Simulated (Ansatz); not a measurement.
The cell is NaI (wurtzite) (it has left that coordination); cell and atoms were relaxed with r2SCAN. Space group P6_3/mmc (No. 194), hexagonal; a = 5.417 Å, c = 6.459 Å in the conventional setting, 41.03 Å³ an atom. Na has 5 I at 3.13–3.23 Å; I has 5 Na at 3.13–3.23 Å. The cell started from the wurtzite prototype, but the relaxation took it to the higher symmetry P6_3/mmc (No. 194), so the name no longer describes it.

```
CELL_PARAMETERS angstrom
5.41651 0.00000 0.00000
-2.70825 4.69083 0.00000
0.00000 0.00000 6.45911
ATOMIC_POSITIONS crystal
Na 0.33333 0.66667 0.93745
Na 0.66667 0.33333 0.43745
I 0.33333 0.66667 0.43755
I 0.66667 0.33333 0.93755
```

3 runs of Ansatz 0.2.0 on this cell differ in the functional (and in the settings that go with it). Levels are in eV from each run's valence top; v1 is the last filled band, c1 the first empty one.

Run A, mean stress +0.4 GPa (compression positive):
```tsv
point	v5	v3	v1	c1	c2	c3
Γ	-0.92	-0.37	0.00	3.56	4.72	6.83
M	-1.17	-0.97	-0.30	5.04	5.45	6.55
K	-1.10	-0.90	-0.43	5.89	6.04	6.07
A	-1.09	-0.65	-0.65	5.11	5.11	6.69
L	-1.80	-0.78	-0.29	5.37	5.37	7.08
H	-1.76	-1.04	-0.14	6.28	6.28	6.42
```

Run B, mean stress -1.1 GPa (compression positive):
```tsv
point	v5	v3	v1	c1	c2	c3
Γ	-0.93	-0.37	0.00	3.25	4.49	6.64
M	-1.20	-1.00	-0.30	4.81	5.21	6.34
K	-1.14	-0.92	-0.44	5.69	5.79	5.86
A	-1.13	-0.66	-0.66	4.84	4.84	6.52
L	-1.85	-0.79	-0.30	5.12	5.12	6.89
H	-1.81	-1.07	-0.13	6.05	6.05	6.17
```

Run C, mean stress 0.0 GPa (compression positive):
```tsv
point	v5	v3	v1	c1	c2	c3
Γ	-0.94	-0.38	0.00	4.19	5.40	7.40
M	-1.20	-0.96	-0.31	5.57	6.19	6.99
K	-1.09	-0.91	-0.44	6.34	6.42	6.83
A	-1.08	-0.67	-0.67	5.68	5.68	7.26
L	-1.80	-0.80	-0.30	5.88	5.88	7.76
H	-1.76	-1.06	-0.14	6.83	6.83	6.95
```

Question: Match the runs to LDA, PBE, r2SCAN.

Answer: A is PBE, B is LDA, C is r2SCAN. In order of the gap: LDA 3.25, PBE 3.56, r2SCAN 4.19 eV. The stress vanishes for r2SCAN, which relaxed the cell.

The calculation is spin-unpolarised, and the structure need not be a phase that has been made.

Spin-orbit coupling is left out, which matters wherever the heavy atoms make up the band edges.
